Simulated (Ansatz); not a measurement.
## Collinear states of TiO$_{2}$

Level of theory: Ansatz, DFT r2SCAN, scalar-relativistic, plane waves, PAW.

```xyz
6
Lattice="2.7060 -2.7067 0.0000 2.7060 2.7067 0.0000 -2.6335 0.0000 4.7966" Properties=species:S:1:pos:R:3 pbc="T T T"
Ti    2.0477    1.9807    1.1992
Ti    0.7309   -1.9807    3.5975
O    -0.6205   -0.6563    3.2001
O     3.3990    0.6563    1.5966
O     2.0823   -0.6563    3.9949
O     0.6963    0.6563    0.8018
```

The plane-wave cutoff is 500 eV. The Γ-centred k-mesh is 8×8×6 and the occupation rule is Gaussian smearing, 0.02 eV. The list of starting moments (μB, in atom order) is 2.5 2.5 0 0 0 0. The check for lower electronic states after the SCF is asked for but not made.

All runs keep this geometry, which isn't relaxed for the lowest state (largest force there 0.228 eV/Å, pressure -6.4 GPa) and needn't be a stable compound; relaxing each order can shift differences of a few meV. Site moments are spin moments in atom-centred spheres that scale with the neighbour distance. The states are those that the runs reached from these starts; a lower one can exist. No antiferromagnetic start is among these.

Task: Starts tried: no spin; large parallel starting moments. Which state comes out lowest, and what are the moments?

Result: All starts lose their moments; the cell is non-magnetic at this level.

```csv
start,ends,energy above lowest (meV/atom),site moments (μB),gap on mesh (eV),P (GPa)
no spin,non-magnetic,0.00,none over 0.05,2.44,-6.4
large parallel starting moments,non-magnetic,0.00,none over 0.05,2.44,-6.4
```

Cost: 2 runs of about 4.3 core-minutes in all, on Intel Xeon Processor @ 2.50GHz (Skylake/Cascade Lake) (shared hosts).